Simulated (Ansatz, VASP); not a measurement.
# Cross-check of C61N2 between VASP and Ansatz

One calculation is typed for both programs; each brings its own data sets. How far apart do they land? The cell is taken from a series of runs on this material, whose earlier steps may have relaxed, scaled, displaced or heated it; both programs get it as it stands.

Calculated with Ansatz 0.2.0; plane waves, with VASP 6.6.1 beside it; single point at PBE.

## 1. Starting point

The cell holds 63 atoms: 61 C and 2 N. Cell: a = 7.143 Å, b = 7.143 Å, c = 7.143 Å, α = 90.0°, β = 90.0°, γ = 90.0°. It derives from C (C (Fd-3m)). Nearest the centre at fractional (0.292, 0.375, 0.375): N62 at 1.41 Å, N63 at 1.42 Å, C46 at 2.04 Å, C39 at 2.04 Å, C4 at 2.13 Å, C5 at 2.13 Å, C12 at 2.14 Å, C19 at 2.14 Å. The cell carries charge −1.

## 2. Ansatz: single point, PBE

Ansatz runs on its default PAW (the set named soft_2) files.

With cell and atoms fixed, the geometry can't cause a difference; cores, projectors, grids and the points listed under the comparison can.

The input, input.yaml:

```yaml
crystal:
  lattice:
    - [7.14316351, 0.0, 0.0]
    - [0.0, 7.14316351, 0.0]
    - [0.0, 0.0, 7.14316351]
  atoms:
    - { symbol: C, position: [-0.000800567, -0.001253525, 0.249842475] }
    - { symbol: C, position: [-0.000800567, 0.249842475, -0.001253525] }
    - { symbol: C, position: [0.250199677, -0.001105141, -0.001105141] }
    - { symbol: "N", position: [0.240028992, 0.239901324, 0.239901324] }
    - { symbol: C, position: [0.126453471, 0.126342027, 0.369142352] }
    - { symbol: C, position: [0.126453471, 0.369142352, 0.126342027] }
    - { symbol: C, position: [0.369959279, 0.126073991, 0.126073991] }
    - { symbol: C, position: [0.000165051, 0.000634672, 0.749211496] }
    - { symbol: C, position: [0.002637456, 0.252473162, 0.497388536] }
    - { symbol: C, position: [0.251414368, 0.002540079, 0.49773094] }
    - { symbol: C, position: [0.251294849, 0.252235799, 0.747172333] }
    - { symbol: C, position: [0.125363753, 0.125872641, 0.873385534] }
    - { symbol: C, position: [0.125845759, 0.380825321, 0.624200622] }
    - { symbol: C, position: [0.377299816, 0.129200933, 0.62094118] }
    - { symbol: C, position: [0.375391345, 0.375151082, 0.875074334] }
    - { symbol: C, position: [0.002637456, 0.497388536, 0.252473162] }
    - { symbol: C, position: [0.000165051, 0.749211496, 0.000634672] }
    - { symbol: C, position: [0.251414368, 0.49773094, 0.002540079] }
    - { symbol: C, position: [0.251294849, 0.747172333, 0.252235799] }
    - { symbol: C, position: [0.125845759, 0.624200622, 0.380825321] }
    - { symbol: C, position: [0.125363753, 0.873385534, 0.125872641] }
    - { symbol: C, position: [0.377299816, 0.62094118, 0.129200933] }
    - { symbol: C, position: [0.375391345, 0.875074334, 0.375151082] }
    - { symbol: C, position: [-0.001185987, 0.499939713, 0.751306533] }
    - { symbol: C, position: [-0.001185987, 0.751306533, 0.499939713] }
    - { symbol: "N", position: [0.238988351, 0.510911113, 0.510911113] }
    - { symbol: C, position: [0.250235522, 0.751366433, 0.751366433] }
    - { symbol: C, position: [0.125369012, 0.624347777, 0.876933145] }
    - { symbol: C, position: [0.125369012, 0.876933145, 0.624347777] }
    - { symbol: C, position: [0.369981336, 0.624466359, 0.624466359] }
    - { symbol: C, position: [0.37508163, 0.875315668, 0.875315668] }
    - { symbol: C, position: [0.498476665, 0.001682035, 0.250997513] }
    - { symbol: C, position: [0.498476665, 0.250997513, 0.001682035] }
    - { symbol: C, position: [0.749270423, -4.5351e-05, -4.5351e-05] }
    - { symbol: C, position: [0.749676069, 0.249663796, 0.249663796] }
    - { symbol: C, position: [0.624724537, 0.12668476, 0.376486257] }
    - { symbol: C, position: [0.624724537, 0.376486257, 0.12668476] }
    - { symbol: C, position: [0.874651731, 0.124848954, 0.124848954] }
    - { symbol: C, position: [0.874937263, 0.375073167, 0.375073167] }
    - { symbol: C, position: [0.499209429, -0.000189296, 0.749994661] }
    - { symbol: C, position: [0.510319163, 0.244261556, 0.505194993] }
    - { symbol: C, position: [0.751088946, -0.001069513, 0.498535442] }
    - { symbol: C, position: [0.751014966, 0.251152047, 0.750726165] }
    - { symbol: C, position: [0.624236666, 0.12537753, 0.875632592] }
    - { symbol: C, position: [0.624309632, 0.373481506, 0.623141625] }
    - { symbol: C, position: [0.876377486, 0.125932345, 0.624253964] }
    - { symbol: C, position: [0.875596426, 0.374776712, 0.875218418] }
    - { symbol: C, position: [0.510319163, 0.505194993, 0.244261556] }
    - { symbol: C, position: [0.499209429, 0.749994661, -0.000189296] }
    - { symbol: C, position: [0.751088946, 0.498535442, -0.001069513] }
    - { symbol: C, position: [0.751014966, 0.750726165, 0.251152047] }
    - { symbol: C, position: [0.624309632, 0.623141625, 0.373481506] }
    - { symbol: C, position: [0.624236666, 0.875632592, 0.12537753] }
    - { symbol: C, position: [0.876377486, 0.624253964, 0.125932345] }
    - { symbol: C, position: [0.875596426, 0.875218418, 0.374776712] }
    - { symbol: C, position: [0.498242897, 0.498612953, 0.747838373] }
    - { symbol: C, position: [0.498242897, 0.747838373, 0.498612953] }
    - { symbol: C, position: [0.749444389, 0.499816281, 0.499816281] }
    - { symbol: C, position: [0.749128969, 0.74971206, 0.74971206] }
    - { symbol: C, position: [0.624251499, 0.624770867, 0.874479734] }
    - { symbol: C, position: [0.624251499, 0.874479734, 0.624770867] }
    - { symbol: C, position: [0.874330812, 0.625311591, 0.625311591] }
    - { symbol: C, position: [0.874892279, 0.875077353, 0.875077353] }
total_charge: -1
basis:
  ecutwfc: 420
  xc_grid: 2
hamiltonian:
  xc: pbe
kpoints:
  mp_grid: { grid: [2, 2, 2], shift: [0.5, 0.5, 0.5] }
magnetization:
  spin_polarized: true
  initial_magnetization: 1
  spin_locking: { lock_magnetization: hard }
scf:
  occupations: { method: fermi_dirac, width: 0.01 }
  max_iter: 120
output:
  forces: true
  efg: {}
  eigenvalues: true
checkpoint:
  read: "../relax.run"
```

On the command line:

```bash
ansatz run input.yaml --threads 2 --pin off --max-ram 3768MiB --backend cpu --events-out ev --progress --plain --runs-dir out
```

Numbers of over 12 decimals in the logs are rounded to 6 here.

The log of the run:

```text
Engine: ansatz 0.2.0, x86_64-unknown-linux-gnu
Pseudopotentials: kind: paw
Pseudopotential: C, paw, valence charge 4, recommended cutoff 420 eV (normal), C.paw.azcp
Pseudopotential: N, paw, valence charge 5, recommended cutoff 420 eV (normal), N.paw.azcp
Functional definition: PBE
  parameter kappa = 0.804
  parameter beta = 0.066725
  exchange = pbe_x(kappa = kappa, mu = beta*pi^2/3)
  correlation = pbe_c(beta = beta)
Crystal: 63 atoms, lattice volume = 364.478 Å³
Basis set: ecut = 420 eV, 7123 PW (Γ), exchange–correlation on 96×96×96 points (8 copies of the dense FFT grid, shifted against one another)
Bands: 191, of which v1, the nominal top of the filled ones, is band 128 counted from 1 (127 counted from 0)
Symmetry: 2 space group operations
Space group: Cm (ITA 8), of the structure as read, at distance tolerance 7.1e-5 Å
Magnetic group: BNS 8.32 (UNI 39), of the structure as read, at distance tolerance 7.1e-5 Å
k-points: 3 of 8 (time reversal used)
Non-local potential: C, projectors of the file, l = 0: 2, l = 1: 2, l = 2: 1
Non-local potential: N, projectors of the file, l = 0: 2, l = 1: 2, l = 2: 1
PAW form: soft (Blöchl's): semilocal exchange-correlation on the pseudo side does not see the compensation charge
PAW one-centre angular grid: C, 110 points (default); XC on 64 Gauss nodes
PAW one-centre angular grid: N, 110 points (default); XC on 64 Gauss nodes
Initial density: read from a saved state, or passed on in memory by an earlier SCF of this step, an earlier step, the calling program or the single point that the run made first
Starting moments: Σ|m| = 1 μB on 63 of 63 sites; this step starts from the density that it was given
Initial wavefunctions: pseudopotential atomic-orbital guess — the wavefunctions supplied were not used: k-point sampling differs
Functional: x = pbe(κ = 0.804, μ = 0.219515), c = pbe(β = 0.066725)
iter 1 solved again at ethr=7.21e-6 eV; its pass at ethr=3.10e-3 eV (dr2=1.84e-2 eV) is discarded
SCF iter   1: F=—  HF=-16046.928936 eV  |F-HF|=—  |Δ(HF+E_count)|=         —  Δρ=1.92e-3 (↑1.92e-3 ↓1.89e-3)  dr2=1.84e-2  dr2_m=6.82e-4  M=1.000 μB ∫|m|=1.130 μB  β_m=0.30  ethr=7.21e-6  ⟨swp⟩=7.8  Hψ=8116  notcnv=0
preconditioner: auto → Resta (q_TF=auto, 2.571 Å⁻¹)  ε∞=4.4  [insulator: Δε(μ)=1.109 eV  Ē_g=16.852 eV  σ=0.010 eV  W_gap=1.00  n_scr=92 (ndim 8)  ℏωp=31.1 eV  f_vac=0.000  D(μ)=0.00/eV (n_scr^D=0)  ε∞_Penn≈4.4]
spin=Collinear: Resta preconditioning applied to the charge; magnetization (m = ρ↑ − ρ↓) channel mixes plain (no charge-response kernel on spin).
SCF iter   2: F=—  HF=-16046.927779 eV  |F-HF|=—  |Δ(HF+E_count)|=   1.16e-3  Δρ=1.39e-3 (↑1.39e-3 ↓1.37e-3)  dr2=9.33e-3  dr2_m=3.91e-4  M=1.000 μB ∫|m|=1.130 μB  β_m=0.65  ethr=7.21e-6  ⟨swp⟩=1.3  Hψ=1148  notcnv=0
SCF iter   3: F=—  HF=-16046.926996 eV  |F-HF|=—  |Δ(HF+E_count)|=   7.83e-4  Δρ=1.33e-4 (↑1.33e-4 ↓1.25e-4)  dr2=1.37e-4  dr2_m=6.90e-6  M=1.000 μB ∫|m|=1.130 μB  β_m=0.63  ethr=3.66e-6  ⟨swp⟩=3.0  Hψ=2236  notcnv=0
SCF iter   4: F=—  HF=-16046.927012 eV  |F-HF|=—  |Δ(HF+E_count)|=   1.59e-5  Δρ=4.10e-5 (↑4.10e-5 ↓4.08e-5)  dr2=1.09e-5  dr2_m=8.78e-7  M=1.000 μB ∫|m|=1.130 μB  β_m=0.81  ethr=5.36e-8  ⟨swp⟩=2.0  Hψ=1905  notcnv=0
SCF iter   5: F=—  HF=-16046.927605 eV  |F-HF|=—  |Δ(HF+E_count)|=   5.93e-4  Δρ=9.96e-6 (↑9.80e-6 ↓9.96e-6)  dr2=1.03e-6  dr2_m=2.65e-8  M=1.000 μB ∫|m|=1.129 μB  β_m=0.81  ethr=4.28e-9  ⟨swp⟩=2.0  Hψ=1911  notcnv=0
SCF iter   6: F=—  HF=-16046.927605 eV  |F-HF|=—  |Δ(HF+E_count)|=   2.44e-7  Δρ=2.05e-6 (↑1.94e-6 ↓2.05e-6)  dr2=4.30e-8  dr2_m=8.66e-10  M=1.000 μB ∫|m|=1.129 μB  β_m=0.87  ethr=3.92e-11  ⟨swp⟩=8.2  Hψ=4319  notcnv=0
SCF iter   7: F=-16046.927605 eV  HF=-16046.927605 eV  |F-HF|=1.02e-10  |Δ(HF+E_count)|=   1.64e-8  Δρ=5.78e-7 (↑5.54e-7 ↓5.78e-7)  dr2=3.16e-9  dr2_m=1.05e-10  M=1.000 μB ∫|m|=1.129 μB  ethr=1.69e-11  ⟨swp⟩=3.0  Hψ=2414  notcnv=0
SCF 1 converged in 7 iterations: F = -16046.927605 eV  dr2 = 3.16e-9
  greatest PAW one-centre occupation: 0.782 electrons in one spin orbital (limit 2), on the N atom at site 3 (counted from 0), in its partial waves of l = 0
SCF converged after 7 iterations
Stability checked in part: among states of this total moment the steps that led to this state did not find it unstable. No probe was made; neither looks for a lower state of another moment (fixed_total_moment; see scf.lower_state_search)
Magnetization: 1.0000 μB (128.0000 up, 127.0000 down)
Absolute magnetization: 1.1297 μB (∫|ρ↑−ρ↓|, with the PAW one-centre terms)
Spin contamination: 0.0044 ħ² per cell (⟨S²⟩ above its minimum at these occupations)
[...]
electrostatic potential = -418.700119 V   contact ρ = 866.379593 e/Å³   contact ρ_s (e/Å³): all electrons +0.045342, valence +0.049412
  atom  57  C  V_zz =    -0.350651   η = 0.8230   by run symmetry: allowed
            electrostatic potential = -418.700119 V   contact ρ = 866.379593 e/Å³   contact ρ_s (e/Å³): all electrons +0.045342, valence +0.049412
  atom  58  C  V_zz =    +0.367866   η = 0.1382   by run symmetry: allowed
            electrostatic potential = -418.918036 V   contact ρ = 866.410624 e/Å³   contact ρ_s (e/Å³): all electrons -0.006243, valence +0.000248
  atom  59  C  V_zz =    +0.165507   η = 0.1157   by run symmetry: allowed
            electrostatic potential = -418.631871 V   contact ρ = 866.367689 e/Å³   contact ρ_s (e/Å³): all electrons +0.008430, valence +0.010887
  atom  60  C  V_zz =    +0.115804   η = 0.6223   by run symmetry: allowed
            electrostatic potential = -418.620224 V   contact ρ = 866.368889 e/Å³   contact ρ_s (e/Å³): all electrons -0.005669, valence -0.006752
  atom  61  C  V_zz =    +0.115804   η = 0.6223   by run symmetry: allowed
            electrostatic potential = -418.620224 V   contact ρ = 866.368889 e/Å³   contact ρ_s (e/Å³): all electrons -0.005669, valence -0.006752
  atom  62  C  V_zz =    -0.206837   η = 0.4935   by run symmetry: allowed
            electrostatic potential = -418.662605 V   contact ρ = 866.346469 e/Å³   contact ρ_s (e/Å³): all electrons -0.007761, valence -0.008287
  atom  63  C  V_zz =    -0.100928   η = 0.9011   by run symmetry: allowed
            electrostatic potential = -418.498412 V   contact ρ = 866.360887 e/Å³   contact ρ_s (e/Å³): all electrons -0.001436, valence -0.001549
--- Band table (eV; the first three rows and the last of 6) ---
  k-point 0 ↑: bands = [... 124 lower, 11.8383, 12.6785, 13.9812, 15.1242, 17.7020, 17.8563, 17.8578, 17.9690, ... 59 higher]
  k-point 1 ↑: bands = [... 124 lower, 11.9269, 13.1279, 13.9675, 14.8295, 17.7468, 17.7562, 17.9137, 18.0960, ... 59 higher]
  k-point 2 ↑: bands = [... 124 lower, 11.8517, 12.6805, 13.9872, 15.1254, 17.7093, 17.8591, 17.8711, 17.9676, ... 59 higher]
  k-point 2 ↓: bands = [... 124 lower, 11.9204, 12.7141, 14.5516, 16.0263, 17.7165, 17.8722, 17.8914, 17.9847, ... 59 higher]
```

(Part 1 of 2 ends here.)

[Lines on the potential files, build, host, timing and source positions are cut from VASP's logs without a mark.]

[Logs are printed without paths, hosts, clocks, repeated set-up lines and the standing remarks that a program may print on its own settings, such as how far it seeks lower states.]

[Hosts, paths, dates, database ids (printed as entryN), source tags and the programs' standing remarks are cut or masked in the printed files.]
